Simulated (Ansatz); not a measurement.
**CoO: clamped-ion strain scan**

Theory: Ansatz, DFT PBE, scalar-relativistic, plane waves, PAW. Cutoff 420 eV, Γ-centred 20×20×20 k-points, Gaussian smearing of 0.15 eV. Collinear spins, started from moments 2.7, 0.3 μB in atom order; the magnetic state may not be the lowest. Energies are free energies at this smearing, counted from the undisturbed cell; pressure is positive in compression.

The starting cell (as given, not relaxed at this level; it stands at -1.8 GPa):

```
Co O
1.0
     0.00000    2.13150    2.13150
     2.13150    0.00000    2.13150
     2.13150    2.13150    0.00000
Co O
1 1
Direct
  0.00000 0.00000 0.00000
  0.50000 0.50000 0.50000
```

The cell is strained by ε times the Voigt pattern (1, 0, 0, 0, 0, 0) (xx, yy, zz, yz, xz, xy; engineering shear) with fractional coordinates fixed. The cell is metallic on the mesh throughout.

| ε | ΔE (meV/atom) | stress summed along the pattern (GPa, tension positive) | pressure (GPa) | moment (μB/cell) |
| --- | --- | --- | --- | --- |
| -0.0200 | 0.0 | -1.92 | 1.6 | 2.87 |
| -0.0100 | ? | 0.03 | -0.1 | ? |
| 0.0000 | 0.0 | 1.80 | -1.8 | 2.92 |
| 0.0050 | 0.7 | 2.63 | -2.6 | 2.93 |
| 0.0150 | 2.7 | 4.20 | -4.1 | 2.94 |

Q: Give the withheld values.

A: ΔE (meV/atom) at ε = -0.0100: -0.6; moment (μB/cell) at ε = -0.0100: 2.90.